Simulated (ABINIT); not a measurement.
# AlCu (Pm-3m) in ABINIT: single point with LDA

Aim: the single point of AlCu with LDA.

All numbers are computed with ABINIT 10.8.3 (patched build); they aren't measurements. Logs are shortened: lines on timing, memory, paths and dates and some standing lists are left out, and cuts for length are marked. The log counts tension as positive stress, the text compression.

**1. The crystal as given**

Symmetry: Pm-3m, No. 221, cubic system. The conventional cell has a = 2.998 Å, b = 2.998 Å, c = 2.998 Å, α = 90.00°, β = 90.00°, γ = 90.00°. Cu (site symmetry m-3m) is surrounded by 8 Al at 2.60 Å. Al (site symmetry m-3m) has 8 Cu at 2.60 Å as nearest neighbours.

The cell comes from a database or a generator and needn't be the stable form of this composition.

**2. Single point, LDA**

Contents of run.abi:

```
# Pseudopotentials
pp_dirpath "./"
pseudos "Cu.upf, Al.upf"

# Structure
acell 3*1.0 Angstrom
rprim
     2.9975090000     0.0000000000     0.0000000000
     0.0000000000     2.9975090000     0.0000000000
     0.0000000000     0.0000000000     2.9975090000
ntypat 2
znucl 29 13
natom 2
typat 1 2
xcart
     1.4987545000     1.4987545000     1.4987545000
     0.0000000000     0.0000000000     0.0000000000 Angstrom

# Plane-wave basis
ecut 46.0

# k points
kptopt 1
ngkpt 7 7 7
nshiftk 1
shiftk 0.0 0.0 0.0

# Exchange and correlation
ixc 7

# Bands and occupations
nband 15
occopt 3
tsmear 0.00183747

# SCF cycle
nstep 100
tolvrs 1.0e-10

# Output
iomode 3
prtwf 0
prteig 0
prtebands 0
enunit 1
prtden 1
prtvha 1
prtvclmb 1
prtpot 1
prtelf 1
```

Potentials or basis: PseudoDojo NC SR LDA v0.4.1 standard.

On the command line:

```console
$ mpirun --bind-to none -np 4 abinit run.abi > log 2>&1
```

run.abo:

```text
.Version 10.8.3 of ABINIT
 Symmetries : space group Pm -3 m (#221); Bravais cP (primitive cubic)
================================================================================
 Values of the parameters that define the memory need of the present run
     intxc =       0    ionmov =       0      iscf =       7    lmnmax =       6
     lnmax =       6     mgfft =      36  mpssoang =       3    mqgrid =    3001
     natom =       2  nloc_mem =       1    nspden =       1   nspinor =       1
    nsppol =       1      nsym =      48    n1xccc =    2501    ntypat =       2
    occopt =       3   xclevel =       1
       mpw =        2726          nfft =       46656          nkpt =          20
================================================================================
================================================================================

--------------------------------------------------------------------------------
------------- Echo of variables that govern the present computation ------------
--------------------------------------------------------------------------------
 -outvars: echo values of preprocessed input variables --------
            acell      1.8897261259E+00  1.8897261259E+00  1.8897261259E+00 Bohr
              amu      6.35460000E+01  2.69815390E+01
             ecut      4.60000000E+01 Hartree
           enunit           1
              ixc           7
         kptrlatt        7    0    0      0    7    0      0    0    7
          kptrlen      3.96512975E+01
            natom           2
            nband          15
            ngfft          36      36      36
             nkpt          20
            nstep         100
             nsym          48
           ntypat           2
           occopt           3
        prtebands           0
           prteig           0
           prtelf           1
           prtpot           1
         prtvclmb           1
           prtvha           1
            prtwf           0
            rprim      2.9975090000E+00  0.0000000000E+00  0.0000000000E+00
                       0.0000000000E+00  2.9975090000E+00  0.0000000000E+00
                       0.0000000000E+00  0.0000000000E+00  2.9975090000E+00
          spgroup         221
           tolvrs      1.00000000E-10
           tsmear      1.83747000E-03 Hartree
            typat      1  2
           xangst      1.4987545000E+00  1.4987545000E+00  1.4987545000E+00
                       0.0000000000E+00  0.0000000000E+00  0.0000000000E+00
            xcart      2.8322355350E+00  2.8322355350E+00  2.8322355350E+00
                       0.0000000000E+00  0.0000000000E+00  0.0000000000E+00
             xred      5.0000000000E-01  5.0000000000E-01  5.0000000000E-01
                       0.0000000000E+00  0.0000000000E+00  0.0000000000E+00
            znucl       29.00000   13.00000

================================================================================

 chkinp: Checking input parameters for consistency.

================================================================================
== DATASET  1 ==================================================================

--- !DatasetInfo
iteration_state: {dtset: 1, }
dimensions: {natom: 2, nkpt: 20, mband: 15, nsppol: 1, nspinor: 1, nspden: 1, mpw: 2726, }
cutoff_energies: {ecut:  46.0, pawecutdg:  -1.0, }
electrons: {nelect:   2.20000000E+01, charge:   0.00000000E+00, occopt:   3.00000000E+00, tsmear:   1.83747000E-03, }
meta: {optdriver: 0, ionmov: 0, optcell: 0, iscf: 7, paral_kgb: 0, }
...

 Exchange-correlation functional for the present dataset will be:
  LDA: Perdew-Wang 92 LSD fit to Ceperley-Alder data - ixc=7
  J.P.Perdew and Y.Wang, PRB 45, 13244 (1992)

 Real(R)+Recip(G) space primitive vectors, cartesian coordinates (Bohr,Bohr^-1):
 R(1)=  5.6644711  0.0000000  0.0000000  G(1)=  0.1765390  0.0000000  0.0000000
 R(2)=  0.0000000  5.6644711  0.0000000  G(2)=  0.0000000  0.1765390  0.0000000
 R(3)=  0.0000000  0.0000000  5.6644711  G(3)=  0.0000000  0.0000000  0.1765390
 Unit cell volume ucvol=  1.8175154E+02 bohr^3
 Angles (23,13,12)=  9.00000000E+01  9.00000000E+01  9.00000000E+01 degrees

 getcut: wavevector=  0.0000  0.0000  0.0000  ngfft=  36  36  36
         ecut(hartree)=     46.000   => boxcut(ratio)=   2.08161

--- Pseudopotential description ------------------------------------------------
- pspini: atom type   1  psp file is ./Cu.upf
12 -1012 2 -1 1456                            pspcod,pspxc,lmax,lloc,mmax
     nproj     2     2     2

- pspini: atom type   2  psp file is ./Al.upf
12 -1012 2 -1 1854                            pspcod,pspxc,lmax,lloc,mmax
     nproj     2     2     2

   4.91315214E+02                                ecore*ucvol(ha*bohr**3)
--------------------------------------------------------------------------------

================================================================================

--- !BeginCycle
iteration_state: {dtset: 1, }
solver: {iscf: 7, nstep: 100, nline: 4, wfoptalg: 0, }
tolerances: {tolvrs: 1.00E-10, }
...

     iter   Etot(hartree)      deltaE(h)  residm     vres2
 ETOT  1  -189.05766938670    -1.891E+02 4.258E-01 7.201E+03
 ETOT  2  -189.05120251171     6.467E-03 1.437E-01 1.419E+04
 ETOT  3  -191.37430244583    -2.323E+00 4.348E-02 2.498E+03
 ETOT  4  -191.62257059135    -2.483E-01 2.085E-02 1.075E+03
 ETOT  5  -191.70928305724    -8.671E-02 9.789E-03 6.256E+02
 ETOT  6  -191.75009731787    -4.081E-02 8.668E-03 3.722E+02
 ETOT  7  -191.83731444313    -8.722E-02 1.492E-03 1.163E-01
 ETOT  8  -191.83680518562     5.093E-04 1.478E-03 2.570E+00
 ETOT  9  -191.83733668995    -5.315E-04 3.431E-04 1.451E-01
 ETOT 10  -191.83737009655    -3.341E-05 4.176E-04 5.107E-04
 ETOT 11  -191.83737015329    -5.674E-08 1.112E-04 2.113E-04
 ETOT 12  -191.83737020314    -4.985E-08 1.375E-04 6.432E-06
 ETOT 13  -191.83737020475    -1.608E-09 6.878E-05 1.855E-07
 ETOT 14  -191.83737020478    -2.984E-11 7.683E-05 7.205E-12

 At SCF step   14       vres2   =  7.21E-12 < tolvrs=  1.00E-10 =>converged.

 Compute ELF
--------------------------------------------------------------------------------

 Compute kinetic energy density

 Compute gradient of the electron density
 Electron Localization Function (ELF) [min:0;max:1]
)     Maximum=    7.5677E-01  at reduced coord.    0.5000    0.5000    0.6389
)     Minimum=    1.9273E-06  at reduced coord.    0.0000    0.0000    0.0000
   Integrated=    6.7801E+01

--------------------------------------------------------------------------------
 End of ELF section

 Cartesian components of stress tensor (hartree/bohr^3)
  sigma(1 1)=  2.95749693E-04  sigma(3 2)=  0.00000000E+00
  sigma(2 2)=  2.95749693E-04  sigma(3 1)=  0.00000000E+00
  sigma(3 3)=  2.95749693E-04  sigma(2 1)=  0.00000000E+00

--- !ResultsGS
iteration_state: {dtset: 1, }
comment   : Summary of ground state results
lattice_vectors:
- [  5.6644711,   0.0000000,   0.0000000, ]
- [  0.0000000,   5.6644711,   0.0000000, ]
- [  0.0000000,   0.0000000,   5.6644711, ]
lattice_lengths: [   5.66447,    5.66447,    5.66447, ]
lattice_angles: [ 90.000,  90.000,  90.000, ] # degrees, (23, 13, 12)
lattice_volume:   1.8175154E+02
convergence: {deltae: -2.984E-11, res2:  7.205E-12, residm:  7.683E-05, diffor: null, }
etotal    :  -1.91837370E+02
entropy   :   0.00000000E+00
fermie    :   3.57978317E-01
cartesian_stress_tensor: # hartree/bohr^3
- [  2.95749693E-04,   0.00000000E+00,   0.00000000E+00, ]
- [  0.00000000E+00,   2.95749693E-04,   0.00000000E+00, ]
- [  0.00000000E+00,   0.00000000E+00,   2.95749693E-04, ]
pressure_GPa:  -8.7013E+00
xred      :
- [  5.0000E-01,   5.0000E-01,   5.0000E-01, Cu]
- [  0.0000E+00,   0.0000E+00,   0.0000E+00, Al]
cartesian_forces: # hartree/bohr
- [ -0.00000000E+00,  -0.00000000E+00,  -0.00000000E+00, ]
- [ -0.00000000E+00,  -0.00000000E+00,  -0.00000000E+00, ]
force_length_stats: {min:   0.00000000E+00, max:   0.00000000E+00, mean:   0.00000000E+00, }
...

 Integrated electronic density in atomic spheres:
 ------------------------------------------------
 Atom  Sphere_radius  Integrated_density
    1        2.00000         17.37568207
    2        2.00000          0.89293092
================================================================================

 ----iterations are completed or convergence reached----

 Mean square residual over all n,k,spin=   43.236E-08; max=  76.826E-06
 reduced coordinates (array xred) for    2 atoms
       0.500000000000      0.500000000000      0.500000000000
       0.000000000000      0.000000000000      0.000000000000
 rms dE/dt=  0.0000E+00; max dE/dt=  0.0000E+00; dE/dt below (all hartree)
    1       0.000000000000      0.000000000000      0.000000000000
    2       0.000000000000      0.000000000000      0.000000000000

 cartesian coordinates (angstrom) at end:
    1      1.49875450000000     1.49875450000000     1.49875450000000
    2      0.00000000000000     0.00000000000000     0.00000000000000

 cartesian forces (hartree/bohr) at end:
    1     -0.00000000000000    -0.00000000000000    -0.00000000000000
    2     -0.00000000000000    -0.00000000000000    -0.00000000000000
 frms,max,avg= 0.0000000E+00 0.0000000E+00   0.000E+00  0.000E+00  0.000E+00 h/b

 cartesian forces (eV/Angstrom) at end:
    1     -0.00000000000000    -0.00000000000000    -0.00000000000000
    2     -0.00000000000000    -0.00000000000000    -0.00000000000000
 frms,max,avg= 0.0000000E+00 0.0000000E+00   0.000E+00  0.000E+00  0.000E+00 e/A
 length scales=  1.889726125908  1.889726125908  1.889726125908 bohr
              =  1.000000000000  1.000000000000  1.000000000000 angstroms
 Fermi (or HOMO) energy (eV) =   9.74109   Average Vxc (eV)= -11.82938
 Eigenvalues (   eV  ) for nkpt=  20  k points:
 kpt#   1, nband= 15, wtk=  0.00292, kpt=  0.0000  0.0000  0.0000 (reduced coord)
-103.47353  -61.31716  -61.31716  -61.31716   -1.81555    4.83491    4.83491    5.84643
   5.84643    5.84643   13.43665   13.43665   13.43665   16.11628   16.11628
 prteigrs : prtvol=0 or 1, do not print more k-points.

--- !EnergyTerms
iteration_state     : {dtset: 1, }
comment             : Components of total free energy in Hartree
kinetic             :  8.75965305188048E+01
hartree             :  7.62207149923240E+01
xc                  : -2.41513911454185E+01
Ewald energy        : -1.00734980715717E+02
psp_core            :  2.70322455449771E+00
local_psp           : -2.00383447446144E+02
non_local_psp       : -3.30878134371437E+01
internal            : -1.91837162678797E+02
'-kT*entropy'       : -2.07525984114414E-04
total_energy        : -1.91837370204781E+02
total_energy_eV     : -5.22016077705554E+03
band_energy         : -1.84797910319413E+01
...

 Cartesian components of stress tensor (hartree/bohr^3)
  sigma(1 1)=  2.95749693E-04  sigma(3 2)=  0.00000000E+00
  sigma(2 2)=  2.95749693E-04  sigma(3 1)=  0.00000000E+00
  sigma(3 3)=  2.95749693E-04  sigma(2 1)=  0.00000000E+00

-Cartesian components of stress tensor (GPa)         [Pressure= -8.7013E+00 GPa]
- sigma(1 1)=  8.70125638E+00  sigma(3 2)=  0.00000000E+00
- sigma(2 2)=  8.70125638E+00  sigma(3 1)=  0.00000000E+00
- sigma(3 3)=  8.70125638E+00  sigma(2 1)=  0.00000000E+00

== END DATASET(S) ==============================================================
================================================================================

 -outvars: echo values of variables after computation  --------
            acell      1.8897261259E+00  1.8897261259E+00  1.8897261259E+00 Bohr
           etotal     -1.9183737020E+02
            fcart     -0.0000000000E+00 -0.0000000000E+00 -0.0000000000E+00
                      -0.0000000000E+00 -0.0000000000E+00 -0.0000000000E+00
            rprim      2.9975090000E+00  0.0000000000E+00  0.0000000000E+00
                       0.0000000000E+00  2.9975090000E+00  0.0000000000E+00
                       0.0000000000E+00  0.0000000000E+00  2.9975090000E+00
           strten      2.9574969298E-04  2.9574969298E-04  2.9574969298E-04
                       0.0000000000E+00  0.0000000000E+00  0.0000000000E+00
           xangst      1.4987545000E+00  1.4987545000E+00  1.4987545000E+00
                       0.0000000000E+00  0.0000000000E+00  0.0000000000E+00
             xred      5.0000000000E-01  5.0000000000E-01  5.0000000000E-01
                       0.0000000000E+00  0.0000000000E+00  0.0000000000E+00
 Calculation completed.
```

Wall time 7.6 s (4 MPI ranks of Arm Neoverse V2, shared host); peak memory 0.24 GiB.

What came out:

| Quantity | Value |
| --- | --- |
| Free energy | -5220.1608 eV |
| Pressure | -8.7 GPa |
| Band gap on the k mesh | none (metal or under the smearing width) |
| Valence electrons inside the program's atomic spheres | Cu 17.38; Al 0.89 |
